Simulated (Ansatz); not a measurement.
# C: a line through an energy map

How does the energy of C (P6_3/mmc, No. 194; 4 atoms in the cell) vary with volume per atom, at c/a of the conventional cell = 1.770?

A COD entry behind a cell of this session may itself be a prediction, so a difference from it is no test against experiment.

Method: DFT LDA, scalar-relativistic, plane waves, PAW, in Ansatz 0.2.0.

16 further runs of the same task are left out: 16 set aside as unsound or not needed.

**1. The structure to begin with**

It takes space group P6_3/mmc (No. 194, hexagonal). Conventional cell: a = 2.483 Å, b = 2.483 Å, c = 4.136 Å, α = 90.00°, β = 90.00°, γ = 120.00°. C (site symmetry 3m) has 4 C at 1.52 to 1.55 Å as nearest neighbours.

Coordinates:

```
C
1.0
     2.48311    0.00000    0.00000
    -1.24155    2.15043    0.00000
     0.00000    0.00000    4.13591
C
4
Direct
  0.33333 0.66667 0.06283
  0.66667 0.33333 0.56283
  0.33333 0.66667 0.43717
  0.66667 0.33333 0.93717
```

This cell was relaxed beforehand with the same method: volume 5.52 Å³/atom, gap on the mesh 3.03 eV.

**2. The scan**

The energy is mapped over volume and the cell's shape.

First coordinate, volume per atom: 7 values from 4.859 to 6.184 Å³. Second coordinate, c/a of the conventional cell: 7 values from 1.389 to 1.998.

Relaxed at each point: the atoms inside the fixed cell. Energies count from the relaxed crystal. Points are written as (first, second).

**3. Grid point (4.859 Å³, 1.770)**

Input file input.yaml:

```yaml
crystal:
  lattice:
    - [2.331939914, 0.0, 0.0]
    - [-1.165969957, 2.0195192057, 0.0]
    - [0.0, 0.0, 4.1270672599]
  atoms:
    - { symbol: C, position: [0.3333333333, 0.6666666667, 0.0628256308] }
    - { symbol: C, position: [0.6666666667, 0.3333333333, 0.5628256308] }
    - { symbol: C, position: [0.3333333333, 0.6666666667, 0.4371743692] }
    - { symbol: C, position: [0.6666666667, 0.3333333333, 0.9371743692] }
basis:
  ecutwfc: 520.0
kpoints:
  mp_grid: { grid: [12, 12, 6] }
hamiltonian:
  xc: lda
  pseudopotentials: { kind: paw, azcp: { folder: soft_1 } }
scf:
  occupations: { method: gaussian, width: 0.05 }
output:
  forces: true
  stress: true
  eigenvalues: true
relax:
  adjacent_minimum: "off"
  f_tol: 0.01
  max_steps: 30
```

Command:

```sh
ansatz run input.yaml --threads 1 --pin off --max-ram 2048MiB --backend cpu --events-out ev --progress --plain --runs-dir out
```

Output, shortened:

```text
Warning: <dir> the record states the generating functional pbe (its physics header spells it `PBE`), which answers neither for hamiltonian.xc's functional nor for the lda family's — results may be inconsistent (PPs are generated against a specific XC)
Warning: output.stress: scf.convergence.dr2_threshold = 1e-7 eV (the SCF's general default) is looser than the 4e-10 eV advised for a printed stress (1e-10 eV for each atom of the cell: 4). What an SCF threshold leaves in a stress goes as its square root, and in the free energy as the [...]
Warning: RAYON_NUM_THREADS=1 ignored (pool sized by the plan → 1); use --threads N
[...]
Pseudopotentials: kind: paw
Pseudopotential: C, paw, valence charge 4, recommended cutoff 420 eV (normal), <dir>
Functional definition: SPW92
[...]
Crystal: 4 atoms, lattice volume = 19.436 Å³
Basis set: ecut = 520 eV, 537 PW (Γ)
Bands: 12, of which v1, the nominal top of the filled ones, is band 8 counted from 1 (7 counted from 0)
Symmetry: 24 space group operations
Space group: P63/mmc (ITA 194), of the structure as read, at distance tolerance 2.7e-5 Å
k-points: 76 of 864
[...]
SCF iter   1: F=—  HF=-973.123270 eV  |F-HF|=—  |Δ(HF+E_count)|=         —  Δρ=1.84e-1  dr2=4.55e0  ethr=3.10e-3  ⟨swp⟩=5.6  Hψ=5220  notcnv=0
[...]
relax step   1: F+E_penalty+E_count = -971.06958359 eV  Δ(F+E_penalty+E_count) = +0.000e0 eV  max|allowed force component| = 6.145e-1 eV/Å  Δτ_max = 0.0000 Å  (5 SCF iters, dr2 threshold 2.50e-6 eV, accepted)
[...]
relax step   4: F+E_penalty+E_count = -971.07879519 eV  Δ(F+E_penalty+E_count) = -6.272e-9 eV  max|allowed force component| = 1.101e-2 eV/Å  Δτ_max = 0.0000 Å  (2 SCF iters, accepted)
[...]
relax step   5: F+E_penalty+E_count = -971.07879799 eV  Δ(F+E_penalty+E_count) = -2.805e-6 eV  max|allowed force component| = 5.248e-6 eV/Å  Δτ_max = 0.0001 Å  (2 SCF iters, accepted)
SCF converged after 2 iterations
Free energy (F): -971.078798 eV
[...]
E sigma→0 (E₀):  -971.078798 eV
Fermi energy:    17.620500 eV
[...]
--- Forces (eV/Å), atoms counted from 1 ---
  atom   1  C     -0.00000000    -0.00000000    -0.00000525
  atom   2  C      0.00000000     0.00000000    -0.00000525
  atom   3  C     -0.00000000    -0.00000000     0.00000525
  atom   4  C      0.00000000     0.00000000     0.00000525
[...]
--- Stress (GPa, compression-positive) ---
      110.427067       0.000000       0.000000
        0.000000     110.427067       0.000000
        0.000000       0.000000       8.279217
  P = ⅓ Tr σ = 76.3778 GPa (763.778 kbar)
--- Band table (eV; the first three rows and the last of 76) ---
  k-point 0: bands = ["-7.4904", "-1.8222", "0.7327", "13.6029", "13.6029", "15.2901", "16.5819", "16.5819", "20.4712", "22.3452", "22.3452", "26.9293"]
[...]
--- Relaxed structure (5 steps of the walk, 5 accepted, 0 SCFs on fresh bases) ---
  F+E_penalty+E_count = -971.07879799 eV   max|allowed force component| = 5.248e-6 eV/Å
  atoms:
    - { symbol: C, position: [0.33333333333333326, 0.6666666666666665, 0.06462436692984741] }
    - { symbol: C, position: [0.6666666666666665, 0.33333333333333326, 0.5646243669298474] }
    - { symbol: C, position: [0.33333333333333326, 0.6666666666666665, 0.4353756330701526] }
    - { symbol: C, position: [0.6666666666666665, 0.33333333333333326, 0.9353756330701524] }
```

Run time: 9.7 s. Hardware: 1 thread of Arm Neoverse N1, shared host; peak memory 0.28 GiB.

The steps of the relaxation:

| step | E - E(step 1) (eV/cell) | largest force component (eV/Å) |
| --- | --- | --- |
| 1 | 0.0000 | 0.6145 |
| 2 | -0.0059 | 0.3686 |
| 3 | -0.0092 | 0.0111 |
| 4 | -0.0092 | 0.0110 |
| 5 | -0.0092 | 0.0000 |

Step 1 is the start.

That is 203 meV/atom from the zero.

**4. Point (5.079 Å³, 1.770)**

input.yaml: that of step 3 with these lines changed.

```diff
@@ -2,5 +2,5 @@
   lattice:
-    - [2.331939914, 0.0, 0.0]
-    - [-1.165969957, 2.0195192057, 0.0]
-    - [0.0, 0.0, 4.1270672599]
+    - [2.3666159868, 0.0, 0.0]
+    - [-1.1833079934, 2.0495495655, 0.0]
+    - [0.0, 0.0, 4.1884369734]
   atoms:
```

Command:

```sh
ansatz run input.yaml --threads 1 --pin off --max-ram 2048MiB --backend cpu --events-out ev --progress --plain --runs-dir out
```

Output, shortened:

```text
[...]
relax step   4: F+E_penalty+E_count = -971.41469336 eV  Δ(F+E_penalty+E_count) = -2.139e-9 eV  max|allowed force component| = 3.761e-3 eV/Å  Δτ_max = 0.0000 Å  (2 SCF iters, accepted)
SCF converged after 2 iterations
Free energy (F): -971.414693 eV
[...]
E sigma→0 (E₀):  -971.414693 eV
Fermi energy:    16.805987 eV
[...]
--- Forces (eV/Å), atoms counted from 1 ---
  atom   1  C     -0.00000000    -0.00000000    -0.00376088
  atom   2  C      0.00000000     0.00000000    -0.00376088
  atom   3  C     -0.00000000    -0.00000000     0.00376088
  atom   4  C     -0.00000000     0.00000000     0.00376088
[...]
--- Stress (GPa, compression-positive) ---
       78.143242      -0.000000       0.000000
        0.000000      78.143242       0.000000
        0.000000       0.000000     -15.700886
  P = ⅓ Tr σ = 46.8619 GPa (468.619 kbar)
--- Band table (eV; the first three rows and the last of 76) ---
  k-point 0: bands = ["-7.7324", "-2.3250", "0.4431", "12.7900", "12.7900", "14.5487", "15.6076", "15.6076", "19.4045", "21.3634", "21.3634", "25.7112"]
[...]
--- Relaxed structure (4 steps of the walk, 4 accepted, 0 SCFs on fresh bases) ---
  F+E_penalty+E_count = -971.41469336 eV   max|allowed force component| = 3.761e-3 eV/Å
  atoms:
    - { symbol: C, position: [0.3333333333333333, 0.6666666666666666, 0.0639867004465498] }
    - { symbol: C, position: [0.6666666666666666, 0.3333333333333333, 0.5639867004465499] }
    - { symbol: C, position: [0.3333333333333333, 0.6666666666666666, 0.4360132995534502] }
    - { symbol: C, position: [0.6666666666666666, 0.3333333333333333, 0.9360132995534501] }
```

Run time: 8.1 s. Hardware: 1 thread of Arm Neoverse N1, shared host; peak memory 0.28 GiB.

Energy on the map's scale: 119 meV/atom.

**5. Changed: mp_grid.shift [0.5, 0.5, 0.5], ecutwfc left out**

Input file input.yaml:

```yaml
crystal:
  lattice:
    - [2.3666159868, 0.0, 0.0]
    - [-1.1833079934, 2.0495495655, 0.0]
    - [0.0, 0.0, 4.1884369734]
  atoms:
    - { symbol: C, position: [0.3333333333, 0.6666666667, 0.0639867004] }
    - { symbol: C, position: [0.6666666667, 0.3333333333, 0.5639867004] }
    - { symbol: C, position: [0.3333333333, 0.6666666667, 0.4360132996] }
    - { symbol: C, position: [0.6666666667, 0.3333333333, 0.9360132996] }
kpoints:
  mp_grid: { grid: [12, 12, 6], shift: [0.5, 0.5, 0.5] }
hamiltonian:
  xc: lda
  pseudopotentials: { kind: paw, azcp: { folder: soft_1 } }
scf:
  occupations: { method: gaussian, width: 0.05 }
output:
  forces: true
  eigenvalues: true
  stress: true
```

Command:

```sh
ansatz run input.yaml --threads 1 --pin off --max-ram 2048MiB --backend cpu --events-out ev --progress --plain --runs-dir out
```

Output, shortened:

```text
Warning: <dir> the record states the generating functional pbe (its physics header spells it `PBE`), which answers neither for hamiltonian.xc's functional nor for the lda family's — results may be inconsistent (PPs are generated against a specific XC)
Warning: crystal.symmetry: narrowed to the stabiliser of the k-point mesh — unitary ops 24 → 8; excluded 16 operations that carry a point of the 12×12×6 mesh (shift [0.5, 0.5, 0.5]) off the mesh (the run samples exactly the mesh kpoints.mp_grid names, as under crystal.symmetry.detect: [...]
Warning: RAYON_NUM_THREADS=1 ignored (pool sized by the plan → 1); use --threads N
[...]
[... 3 set-up lines as earlier in the session ...]
[...]
Crystal: 4 atoms, lattice volume = 20.316 Å³
Basis set: ecut = 420 eV, 385 PW (Γ)
Bands: 12, of which v1, the nominal top of the filled ones, is band 8 counted from 1 (7 counted from 0)
Symmetry: 8 space group operations
k-points: 126 of 864
[...]
SCF iter   1: F=—  HF=-973.244514 eV  |F-HF|=—  |Δ(HF+E_count)|=         —  Δρ=1.70e-1  dr2=4.12e0  ethr=3.10e-3  ⟨swp⟩=5.5  Hψ=8471  notcnv=0
[...]
SCF iter   6: F=-971.406000 eV  HF=-971.406000 eV  |F-HF|=1.04e-9  |Δ(HF+E_count)|=   3.64e-9  Δρ=5.99e-6  dr2=2.28e-9  ethr=5.36e-10  ⟨swp⟩=2.8  Hψ=4781  notcnv=0
[...]
SCF converged after 6 iterations
Free energy (F): -971.406000 eV
[...]
E sigma→0 (E₀):  -971.406000 eV
Fermi energy:    16.895774 eV
[...]
--- Forces (eV/Å), atoms counted from 1 ---
  atom   1  C     -0.00002387     0.00001378    -0.00573122
  atom   2  C      0.00002387    -0.00001378    -0.00573122
  atom   3  C     -0.00002387     0.00001378     0.00573122
  atom   4  C      0.00002387    -0.00001378     0.00573122
[...]
--- Stress (GPa, compression-positive) ---
       78.082098       0.001208       0.000000
        0.001208      78.083493       0.000000
        0.000000       0.000000     -15.626961
  P = ⅓ Tr σ = 46.8462 GPa (468.462 kbar)
--- Band table (eV; the first three rows and the last of 126) ---
  k-point 0: bands = ["-7.5415", "-2.5322", "1.0048", "12.1407", "12.4778", "13.9722", "14.8912", "15.2298", "20.0684", "21.5515", "21.8174", "25.7693"]
[...]
```

Wall time 3.5 s (1 thread of Arm Neoverse N1, shared host); peak memory 0.27 GiB.

| run | ending | energy change | pressure (GPa) | gap (eV) | force (eV/Å) | cycles | time |
| --- | --- | --- | --- | --- | --- | --- | --- |
| step 4 | converged | 0 | 46.9 | 2.40 | 0.00 | - | 8.1 s |
| variant | converged | +2.2 meV/atom | 46.8 | 2.93 | 0.01 | 6 | 3.5 s |

Changing the k-point mesh and cutoff moves the energy by +2.2 meV/atom, and the gap on the mesh goes from 2.40 to 2.93 eV. More than one kind of setting changed, and this run alone doesn't tell their shares apart. A gap read on a mesh depends on which points the mesh holds, and a coarse mesh shifts the density too.

**6. Grid point (5.300 Å³, 1.770)**

input.yaml: that of step 4 with these lines changed.

```diff
@@ -2,5 +2,5 @@
   lattice:
-    - [2.3666159868, 0.0, 0.0]
-    - [-1.1833079934, 2.0495495655, 0.0]
-    - [0.0, 0.0, 4.1884369734]
+    - [2.4004556112, 0.0, 0.0]
+    - [-1.2002278056, 2.07885554, 0.0]
+    - [0.0, 0.0, 4.2483263408]
   atoms:
```

Command:

```sh
ansatz run input.yaml --threads 1 --pin off --max-ram 2048MiB --backend cpu --events-out ev --progress --plain --runs-dir out
```

Output, shortened:

```text
Warning: <dir> the record states the generating functional pbe (its physics header spells it `PBE`), which answers neither for hamiltonian.xc's functional nor for the lda family's — results may be inconsistent (PPs are generated against a specific XC)
Warning: output.stress: scf.convergence.dr2_threshold = 1e-7 eV (the SCF's general default) is looser than the 4e-10 eV advised for a printed stress (1e-10 eV for each atom of the cell: 4). What an SCF threshold leaves in a stress goes as its square root, and in the free energy as the [...]
Warning: RAYON_NUM_THREADS=1 ignored (pool sized by the plan → 1); use --threads N
[...]
[... 3 set-up lines as earlier in the session ...]
[...]
Crystal: 4 atoms, lattice volume = 21.200 Å³
Basis set: ecut = 520 eV, 561 PW (Γ)
Bands: 12, of which v1, the nominal top of the filled ones, is band 8 counted from 1 (7 counted from 0)
[... 1 set-up line as earlier in the session ...]
Space group: P63/mmc (ITA 194), of the structure as read, at distance tolerance 2.8e-5 Å
k-points: 76 of 864
[...]
SCF converged after 2 iterations
Free energy (F): -971.603537 eV
[...]
E sigma→0 (E₀):  -971.603537 eV
Fermi energy:    16.048038 eV
[...]
--- Forces (eV/Å), atoms counted from 1 ---
  atom   1  C      0.00000000    -0.00000000    -0.00043058
  atom   2  C      0.00000000     0.00000000    -0.00043058
  atom   3  C     -0.00000000    -0.00000000     0.00043058
  atom   4  C     -0.00000000     0.00000000     0.00043058
[...]
--- Stress (GPa, compression-positive) ---
       50.927839      -0.000000       0.000000
        0.000000      50.927839       0.000000
        0.000000       0.000000     -34.787329
  P = ⅓ Tr σ = 22.3561 GPa (223.561 kbar)
--- Band table (eV; the first three rows and the last of 76) ---
  k-point 0: bands = ["-7.9554", "-2.7928", "0.1784", "12.0314", "12.0314", "13.8693", "14.6971", "14.6971", "18.3988", "20.4502", "20.4502", "24.5739"]
[...]
--- Relaxed structure (4 steps of the walk, 4 accepted, 0 SCFs on fresh bases) ---
  F+E_penalty+E_count = -971.60353705 eV   max|allowed force component| = 4.306e-4 eV/Å
  atoms:
    - { symbol: C, position: [0.3333333333333333, 0.6666666666666666, 0.06329801583326486] }
    - { symbol: C, position: [0.6666666666666666, 0.3333333333333333, 0.5632980158332649] }
    - { symbol: C, position: [0.3333333333333333, 0.6666666666666666, 0.43670198416673517] }
    - { symbol: C, position: [0.6666666666666666, 0.3333333333333333, 0.936701984166735] }
```

It took 8.5 s on 1 thread of Arm Neoverse N1, shared host; peak memory 0.28 GiB.

Relaxation path:

```
step  E - E(step 1) (eV/cell)  largest force component (eV/Å)
   1                   0.0000                          0.1364
   2                  -0.0004                          0.0797
   3                  -0.0005                          0.0005
   4                  -0.0005                          0.0004
```

Step 1 is the start.

Energy on the map's scale: 72 meV/atom.

**7. The run at (5.521 Å³, 1.770)**

input.yaml: that of step 6 with these lines changed.

```diff
@@ -2,5 +2,5 @@
   lattice:
-    - [2.4004556112, 0.0, 0.0]
-    - [-1.2002278056, 2.07885554, 0.0]
-    - [0.0, 0.0, 4.2483263408]
+    - [2.4333947904, 0.0, 0.0]
+    - [-1.2166973952, 2.1073817059, 0.0]
+    - [0.0, 0.0, 4.3066221]
   atoms:
```

Command:

```sh
ansatz run input.yaml --threads 1 --pin off --max-ram 2048MiB --backend cpu --events-out ev --progress --plain --runs-dir out
```

Output, shortened:

```text
[...]
relax step   3: F+E_penalty+E_count = -971.66915300 eV  Δ(F+E_penalty+E_count) = -4.187e-5 eV  max|allowed force component| = 1.464e-4 eV/Å  Δτ_max = 0.0006 Å  (3 SCF iters, accepted)
SCF converged after 3 iterations
Free energy (F): -971.669153 eV
[...]
E sigma→0 (E₀):  -971.669153 eV
Fermi energy:    15.343177 eV
[...]
--- Forces (eV/Å), atoms counted from 1 ---
  atom   1  C     -0.00000000    -0.00000000    -0.00014642
  atom   2  C     -0.00000000     0.00000000    -0.00014642
  atom   3  C      0.00000000    -0.00000000     0.00014642
  atom   4  C      0.00000000     0.00000000     0.00014642
[...]
--- Stress (GPa, compression-positive) ---
       27.977002      -0.000000       0.000000
       -0.000000      27.977002      -0.000000
        0.000000      -0.000000     -49.820261
  P = ⅓ Tr σ = 2.0446 GPa (20.446 kbar)
--- Band table (eV; the first three rows and the last of 76) ---
  k-point 0: bands = ["-8.1609", "-3.2272", "-0.0646", "11.3252", "11.3252", "13.2430", "13.8495", "13.8495", "17.4559", "19.6000", "19.6000", "23.5136"]
[...]
--- Relaxed structure (3 steps of the walk, 3 accepted, 0 SCFs on fresh bases) ---
  F+E_penalty+E_count = -971.66915300 eV   max|allowed force component| = 1.464e-4 eV/Å
  atoms:
    - { symbol: C, position: [0.3333333333333333, 0.6666666666666666, 0.06259312738817494] }
    - { symbol: C, position: [0.6666666666666666, 0.3333333333333333, 0.562593127388175] }
    - { symbol: C, position: [0.3333333333333333, 0.6666666666666666, 0.4374068726118251] }
    - { symbol: C, position: [0.6666666666666666, 0.3333333333333333, 0.937406872611825] }
```

Run time: 7.2 s. Hardware: 1 thread of Arm Neoverse N1, shared host; peak memory 0.29 GiB.

That is 55 meV/atom from the zero.

**8. Grid point (5.742 Å³, 1.770)**

input.yaml: that of step 7 with these lines changed.

```diff
@@ -2,5 +2,5 @@
   lattice:
-    - [2.4333947904, 0.0, 0.0]
-    - [-1.2166973952, 2.1073817059, 0.0]
-    - [0.0, 0.0, 4.3066221]
+    - [2.4654116982, 0.0, 0.0]
+    - [-1.2327058491, 2.1351091614, 0.0]
+    - [0.0, 0.0, 4.3632856234]
   atoms:
@@ -23,2 +23,6 @@
   eigenvalues: true
+  write_density: true
+  write_potential: true
+  elf: true
+  volumetric_format: npy
 relax:
```

Command:

```sh
ansatz run input.yaml --threads 1 --pin off --max-ram 2048MiB --backend cpu --events-out ev --progress --plain --runs-dir out
```

Output, shortened:

```text
[...]
relax step   4: F+E_penalty+E_count = -971.63265619 eV  Δ(F+E_penalty+E_count) = -2.274e-13 eV  max|allowed force component| = 1.766e-3 eV/Å  Δτ_max = 0.0000 Å  (6 SCF iters, accepted)
SCF converged after 6 iterations
Free energy (F): -971.632656 eV
[...]
E sigma→0 (E₀):  -971.632656 eV
Fermi energy:    14.687615 eV
[...]
--- Forces (eV/Å), atoms counted from 1 ---
  atom   1  C      0.00000000    -0.00000000    -0.00176589
  atom   2  C     -0.00000000     0.00000000    -0.00176589
  atom   3  C     -0.00000000    -0.00000000     0.00176589
  atom   4  C      0.00000000     0.00000000     0.00176589
[...]
--- Stress (GPa, compression-positive) ---
        8.612417       0.000000       0.000000
        0.000000       8.612417       0.000000
        0.000000       0.000000     -61.515298
  P = ⅓ Tr σ = -14.7635 GPa (-147.635 kbar)
--- Band table (eV; the first three rows and the last of 76) ---
  k-point 0: bands = ["-8.3505", "-3.6312", "-0.2874", "10.6674", "10.6674", "12.6661", "13.0601", "13.0601", "16.5716", "18.8083", "18.8083", "22.5251"]
[...]
--- Relaxed structure (4 steps of the walk, 4 accepted, 0 SCFs on fresh bases) ---
  F+E_penalty+E_count = -971.63265619 eV   max|allowed force component| = 1.766e-3 eV/Å
  atoms:
    - { symbol: C, position: [0.3333333333333333, 0.6666666666666666, 0.06187255385380111] }
    - { symbol: C, position: [0.6666666666666666, 0.3333333333333333, 0.5618725538538012] }
    - { symbol: C, position: [0.3333333333333333, 0.6666666666666666, 0.43812744614619886] }
    - { symbol: C, position: [0.6666666666666666, 0.3333333333333333, 0.9381274461461988] }
```

Wall time 11 s (1 thread of Arm Neoverse N1, shared host); peak memory 0.29 GiB.

Density in a lattice plane of the grid's cell (edges 2.47 and 4.36 Å, at 0.333 of the third edge), which holds C.

Ten even steps from ' ' (0.15 e/Å³) to '@' (1.74 e/Å³):
```
==--::----++##@@@@@@@@@@@@**
--::....::--**%%@@@@@@@@##++
....    ..::==**%%@@@@##++--
..        ..::==**####**==::
          ..::==**##**++--..
..        ..::==**####**==::
....    ..::==**%%@@@@##++--
--::....::--**%%@@@@@@@@##++
==--::----++##@@@@@@@@@@@@**
++========++##@@@@@@@@@@%%**
==========++++**######****++
----------------------------
..::::::::..................
............                
  ........                  
............                
..::::::::..................
----------------------------
==========++++**######****++
++========++##@@@@@@@@@@%%**
```
Columns run along the first of these edges and rows up along the second, over one cell in 14 and 20 even steps from the bottom left corner. Atoms in the plane (fractional): C at (0.67, 0.56), C at (0.67, 0.94).

ELF in the same plane.

Values, 12 rows by 6 columns:
```
0.67 0.42 0.66 0.47 0.03 0.48
0.39 0.14 0.39 0.65 0.66 0.66
0.26 0.05 0.28 0.77 0.92 0.78
0.39 0.14 0.39 0.65 0.66 0.66
0.67 0.42 0.66 0.47 0.03 0.48
0.80 0.59 0.79 0.66 0.17 0.68
0.67 0.52 0.66 0.64 0.48 0.64
0.39 0.45 0.39 0.26 0.20 0.25
0.26 0.44 0.28 0.08 0.04 0.07
0.39 0.45 0.39 0.26 0.20 0.25
0.67 0.52 0.66 0.64 0.48 0.64
0.80 0.59 0.79 0.66 0.17 0.68
```
Columns run along the first of these edges and rows up along the second, over one cell in 6 and 12 even steps from the bottom left corner. Atoms in the plane (fractional): C at (0.67, 0.56), C at (0.67, 0.94).

Both are smooth fields of the valence electrons: close to the nuclei they are not physical.

Maxima of ELF outside the ion cores: 0.94 on the C–C line, 0.8 Å from C.

That is 64 meV/atom from the zero.

[end of part 1 of 2]
